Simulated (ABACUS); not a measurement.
# BN (F-43m) in ABACUS: further runs

The runs below take BN through single point, relaxation of cell and atoms, with PBEsol, RPBE, LDA-PW92, HLE16.

All numbers are computed with ABACUS 3.10.1; they aren't measurements. Logs are shortened: lines on timing, memory, paths and dates and some standing lists are left out, and cuts for length are marked.

**Experimental background.**

A printed reference work, monograph reports, for a bulk crystal of BN at 300 K: band gap 6.4 eV (indirect).

The results are compared with them further down.

## 1. Starting point

The structure is cubic, space group F-43m (No. 216). Conventional cell: a = 3.626 Å, b = 3.626 Å, c = 3.626 Å, α = 90.00°, β = 90.00°, γ = 90.00°. Around N (site symmetry -43m) lie 4 B at 1.57 Å. B (site symmetry -43m) is surrounded by 4 N at 1.57 Å.

The cell is a database's computed one.

## 2. Single point, PBEsol

Contents of INPUT:

```
INPUT_PARAMETERS
suffix              BN
calculation         scf
basis_type          pw
pseudo_dir          ./
symmetry            1
dft_functional      pbesol
ecutwfc             40
pseudo_rcut         10
nspin               1
nbands              14
ks_solver           dav
smearing_method     fd
smearing_sigma      0.00367493
scf_thr             1e-08
scf_nmax            100
mixing_type         broyden
mixing_beta         0.7
cal_force           1
cal_stress          1
ecutrho             320
out_chg             1
kpar                4
```

Contents of STRU:

```
ATOMIC_SPECIES
N 14.0070 n_pbesol_v1.2.uspp.F.UPF
B 10.8100 b_pbesol_v1.4.uspp.F.UPF

LATTICE_CONSTANT
1.8897261246

LATTICE_VECTORS
0.0000000000 1.8130010000 1.8130010000
1.8130010000 0.0000000000 1.8130010000
1.8130010000 1.8130010000 0.0000000000

ATOMIC_POSITIONS
Direct

N
0.0
1
0.2500000000 0.2500000000 0.2500000000 1 1 1

B
0.0
1
0.0000000000 0.0000000000 0.0000000000 1 1 1
```

Contents of KPT:

```
K_POINTS
0
Gamma
10 10 10 0 0 0
```

Potentials or basis: GBRV ultrasoft 1.5 PBEsol, plane waves.

On the command line:

```bash
$ OMP_NUM_THREADS=1 mpirun -np 4 abacus > log
```

running log:

```text
ABACUS v3.10.1

               Atomic-orbital Based Ab-initio Computation at UStc

 ------------------------------------------------------------------------------------

 READING GENERAL INFORMATION
                           global_out_dir = OUT.BN/
                           global_in_card = INPUT
                               pseudo_dir = ./
                              orbital_dir =
                                    DSIZE = 4
                                    GSIZE = 1
[... 5 lines left out ...]

 READING ATOM TYPE 1
                               atom label = N
                      L=0, number of zeta = 1
                      L=1, number of zeta = 1
                      L=2, number of zeta = 1
             number of atom for this type = 1

 READING ATOM TYPE 2
                               atom label = B
                      L=0, number of zeta = 1
                      L=1, number of zeta = 1
                      L=2, number of zeta = 1
             number of atom for this type = 1

                        TOTAL ATOM NUMBER = 2
DIRECT COORDINATES
    atom                   x                   y                   z     mag                  vx                  vy                  vz
taud_N1            0.2500000000        0.2500000000        0.2500000000  0.0000        0.0000000000        0.0000000000        0.0000000000
taud_B1            0.0000000000        0.0000000000        0.0000000000  0.0000        0.0000000000        0.0000000000        0.0000000000

                          Volume (Bohr^3) = 80.4305
                             Volume (A^3) = 11.9186

 Lattice vectors: (Cartesian coordinate: in unit of a_0)
                   +0              +1.813              +1.813
               +1.813                  +0              +1.813
               +1.813              +1.813                  +0
 Reciprocal vectors: (Cartesian coordinate: in unit of 2 pi/a_0)
            -0.275786           +0.275786           +0.275786
            +0.275786           -0.275786           +0.275786
            +0.275786           +0.275786           -0.275786
 The esolver type has been set to : ksdft_pw

                PAO radial cut off (Bohr) = 10

 Read in pseudopotential file is n_pbesol_v1.2.uspp.F.UPF
                     pseudopotential type = US
          exchange-correlation functional = PBEsol
                 nonlocal core correction = 1
                        valence electrons = 5
                                     lmax = 1
                           number of zeta = 2
                     number of projectors = 4
                           L of projector = 0
                           L of projector = 0
                           L of projector = 1
                           L of projector = 1
 XC functional updated to : pbesol
          exchange-correlation functional = PBESOL
                PAO radial cut off (Bohr) = 10

 Read in pseudopotential file is b_pbesol_v1.4.uspp.F.UPF
                     pseudopotential type = US
          exchange-correlation functional = PBEsol
                 nonlocal core correction = 1
                        valence electrons = 3
                                     lmax = 1
                           number of zeta = 2
                     number of projectors = 4
                           L of projector = 0
                           L of projector = 0
                           L of projector = 1
                           L of projector = 1
 XC functional updated to : pbesol
          exchange-correlation functional = PBESOL
     initial pseudo atomic orbital number = 8

 SETUP THE ELECTRONS NUMBER
             electron number of element N = 5
       total electron number of element N = 5
             electron number of element B = 3
       total electron number of element B = 3
            AUTOSET number of electrons:  = 8
                           occupied bands = 4
                                   NBANDS = 14
                                   NLOCAL = 18

 SETUP THE PLANE WAVE BASIS
 energy cutoff for charge/potential (unit:Ry) = 160
            fft grid for charge/potential = [ 20, 20, 20 ]
                        fft grid division = [ 1, 1, 1 ]
        big fft grid for charge/potential = [ 27, 27, 27 ]
                                     nbxx = 19683
                                     nrxx = 8000

 SETUP PLANE WAVES FOR CHARGE/POTENTIAL
                    number of plane waves = 2733
                         number of sticks = 253

 PARALLEL PW FOR CHARGE/POTENTIAL
     PROC   COLUMNS(POT)             PW
        1            253           2733
[... 71 lines left out ...]
                                       S4 = 6
                                       S6 = 0
               POINT GROUP IN SPACE GROUP = T_d

 SETUP K-POINTS
                                    nspin = 1
                   Input type of k points = Monkhorst-Pack(Gamma)
                                   nkstot = 1000
                       right hand lattice = 1
(for reciprocal lattice: )
                             BRAVAIS TYPE = 2
                     BRAVAIS LATTICE NAME = 02. Cubic I (body-centered)
                                    ibrav = 2
                       right hand lattice = 1
(for k-lattice: )
                             BRAVAIS TYPE = 2
                     BRAVAIS LATTICE NAME = 02. Cubic I (body-centered)
                                    ibrav = 2
                       right hand lattice = 1
                        ROTATION MATRICES = 48
                               nkstot_ibz = 47
K-POINTS REDUCTION ACCORDING TO SYMMETRY
     IBZ    DIRECT_X    DIRECT_Y    DIRECT_Z  WEIGHT  ibz2bz
       1  0.00000000  0.00000000  0.00000000  0.0010       0
       2  0.10000000  0.10000000  0.10000000  0.0080       1
       3  0.20000000  0.20000000  0.20000000  0.0080       2
       4  0.30000000  0.30000000  0.30000000  0.0080       3
       5  0.40000000  0.40000000  0.40000000  0.0080       4
       6  0.50000000  0.50000000  0.50000000  0.0040       5
[... 22 lines left out ...]
      29  0.50000000  0.50000000  0.10000000  0.0240      45
      30 -0.20000000  0.40000000  0.40000000  0.0120      46
[... 17 further k points ...]

                               nkstot now = 47
[... K-POINTS DIRECT COORDINATES: 47 rows ...]

           k-point number in this process = 12
       minimum distributed K point number = 11
[... stars of the k points ...]

[... K-POINTS CARTESIAN COORDINATES: 12 rows ...]

[... K-POINTS DIRECT COORDINATES: 12 rows ...]

 SETUP PLANE WAVES FOR WAVE FUNCTIONS
     energy cutoff for wavefunc (unit:Ry) = 40
              fft grid for wave functions = [ 20, 20, 20 ]
                    number of plane waves = 531
                         number of sticks = 85

 PARALLEL PW FOR WAVE FUNCTIONS
     PROC   COLUMNS(POT)             PW
        1             85            531
 --------------- sum -------------------
        1             85            531

 SETUP NONLOCAL PSEUDOPOTENTIALS IN PLANE WAVE BASIS
 N non-local projectors:
 projector 1 L=0
 projector 2 L=0
 projector 3 L=1
 projector 4 L=1
 B non-local projectors:
 projector 1 L=0
 projector 2 L=0
 projector 3 L=1
 projector 4 L=1
      TOTAL NUMBER OF NONLOCAL PROJECTORS = 16

 Init Non-Local PseudoPotential table :
 Init Non-Local-Pseudopotential done.

                                     npwx = 353

 Make real space PAO into reciprocal space.
       max mesh points in Pseudopotential = 655
     dq(describe PAO in reciprocal space) = 0.01
                                    max q = 763

 number of pseudo atomic orbitals for N is 2
WARNING: norm of atomic wavefunction # 2 of atomic type N is 0.999999, renormalized

 number of pseudo atomic orbitals for B is 2
WARNING: norm of atomic wavefunction # 1 of atomic type B is 0.999999, renormalized
WARNING: norm of atomic wavefunction # 2 of atomic type B is 0.999861, renormalized

 -------------------------------------------
 SELF-CONSISTENT
 -------------------------------------------
                                 init_chg = atomic

 PW ALGORITHM --------------- ION=   1  ELEC=   1--------------------------------

 Density error is 0.207432724754
                          Error Threshold = 0.01
----------------------------------------------------------
     Energy           Rydberg                 eV
----------------------------------------------------------
 E_KohnSham     -26.5923670216       -361.8077148007
 E_Harris       -25.5298274485       -347.3511222563
 E_Fermi        1.0174034801         13.8424844950
----------------------------------------------------------
[... 51 lines left out ...]
 Density error is 5.155017274e-09
                          Error Threshold = 3.0876043946e-09
----------------------------------------------------------
     Energy           Rydberg                 eV
----------------------------------------------------------
 E_KohnSham     -26.6478247115       -362.5622553818
 E_KS(sigma->0) -26.6478247115       -362.5622553818
 E_Harris       -26.6476943779       -362.5604821016
 E_band         1.8418395095         25.0595121303
 E_one_elec     4.4892068096         61.0787921105
 E_Hartree      3.5762738684         48.6577022188
 E_xc           -8.4524425875        -115.0013812085
 E_Ewald        -26.2608628019       -357.2973685026
 E_entropy(-TS) -0.0000000000        -0.0000000000
 E_descf        0.0000000000         0.0000000000
 E_exx          0.0000000000         0.0000000000
 E_Fermi        0.9291644505         12.6419309059
----------------------------------------------------------

 charge density convergence is achieved
 final etot is -362.56225538 eV
 EFERMI = 12.641930906 eV

 STATE ENERGY(eV) AND OCCUPATIONS    NSPIN == 1
 1/12 kpoint (Cartesian) = 0.0000 0.0000 0.0000 (331 pws)
       1       -9.16056     0.00200000
       2        10.9829     0.00200000
       3        10.9829     0.00200000
       4        10.9829     0.00200000
       5        19.7106    7.99886e-65
       6        19.7106    7.99886e-65
       7        19.7106    7.99886e-65
       8        21.1314    3.65120e-77
       9        35.3195        0.00000
      10        38.5392        0.00000
      11        38.5392        0.00000
      12        38.9681        0.00000
      13        38.9681        0.00000
      14        38.9681        0.00000
[... 66 lines left out ...]
       1       -4.93366     0.00800000
       2       0.284823     0.00800000
       3        9.05004     0.00800000
       4        9.05004     0.00800000
       5        20.9749    3.34245e-75
       6        21.5640    2.55306e-80
       7        21.5640    2.55306e-80
       8        25.9810        0.00000
       9        34.0444        0.00000
      10        37.4833        0.00000
      11        37.5919        0.00000
      12        37.5919        0.00000
      13        45.7362        0.00000
      14        45.7362        0.00000

[... levels at 6 further k points ...]

------------------------------------------------------------------------------------------
 TOTAL-FORCE (eV/Angstrom)
------------------------------------------------------------------------------------------
                        N1         0.0000000000         0.0000000000         0.0000000000
                        B1         0.0000000000         0.0000000000         0.0000000000
------------------------------------------------------------------------------------------

----------------------------------------------------------------
 TOTAL-STRESS (KBAR)
----------------------------------------------------------------
       -57.8166488554         0.0000000000         0.0000000000
         0.0000000000       -57.8166488554         0.0000000000
         0.0000000000         0.0000000000       -57.8166488554
----------------------------------------------------------------
 TOTAL-PRESSURE: -57.816649 KBAR

 --------------------------------------------
 !FINAL_ETOT_IS -362.5622553817666471 eV
 --------------------------------------------
```

It took 1.2 s on 4 MPI ranks of AMD EPYC 9R14 (Zen 4), shared host; peak memory 0.2 GiB.

Results:

- Free energy: -362.5623 eV
- Pressure: -5.8 GPa
- Band gap on the k mesh: 4.28 eV, indirect (least direct gap 8.73 eV)

Levels at points of the mesh, in eV from the valence-band top:
```
           k point  band 1  band 2  band 3  band 4  band 5  band 6  band 7  band 8
(0.00, 0.00, 0.00)  -20.14    0.00    0.00    0.00    8.73    8.73    8.73   10.15
(0.50, 0.50, 0.50)  -15.92  -10.70   -1.93   -1.93    9.99   10.58   10.58   15.00
(0.50, 0.50, 0.00)  -14.55   -8.91   -4.90   -4.90    4.28    9.04   17.76   17.76
```

(Continued in part 2 of 3.)
